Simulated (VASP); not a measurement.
## Fe under changes of volume

One of the cells (12.457 Å³/atom); the others are scaled copies at fixed shape and fractional positions:

```
Fe
1.0
     0.00000    1.83988    1.83988
     1.83988    0.00000    1.83988
     1.83988    1.83988    0.00000
Fe
1
Cartesian
  0.0000 0.0000 0.0000
```

This isn't the form of Fe at room conditions, which is bcc.

| Property | Result |
| --- | --- |
| Program | VASP 6.6.1 |
| Functional | PBE |
| Potentials or basis | VASP PAW PBE potentials, release 64 (Fe) |
| Cutoff | 520 eV |
| k mesh | 12 × 12 × 12 |
| Occupations | fermi-dirac, width 0.05 eV |
| Spin | collinear spin, ferromagnetic start |
| Starting moments | [3.0] μB |

```tsv
volume (Å³/atom)	energy over the lowest point (meV/atom)	pressure (GPa)	moment (μB per cell)
11.724	2.11	3.0	2.50
11.968	0.00	0.0	2.55
12.457	?	?	?
12.701	14.97	-7.2	2.69
12.945	27.76	-9.7	2.70
```

Problem. What does the run at 12.457 Å³/atom give?

Solution. Energy over the lowest point 6.31 meV/atom; pressure -4.7 GPa; moment 2.66 μB per cell.

Worked out: A Birch-Murnaghan fit of order 2 (a polynomial in V^(-2/3)) to the other rows has its minimum at 12.00 Å³/atom with B0 = V·E''(V) = 136 GPa. It gives 6.53 meV/atom at 12.457 Å³/atom, against the run's 6.31, and -dE/dV = -4.7 GPa, against -4.7. A parabola through the other rows of the moment, of slope 0.15 μB per Å³/atom there, gives 2.65 μB, against the run's 2.66.

Energies are extrapolated to zero smearing.
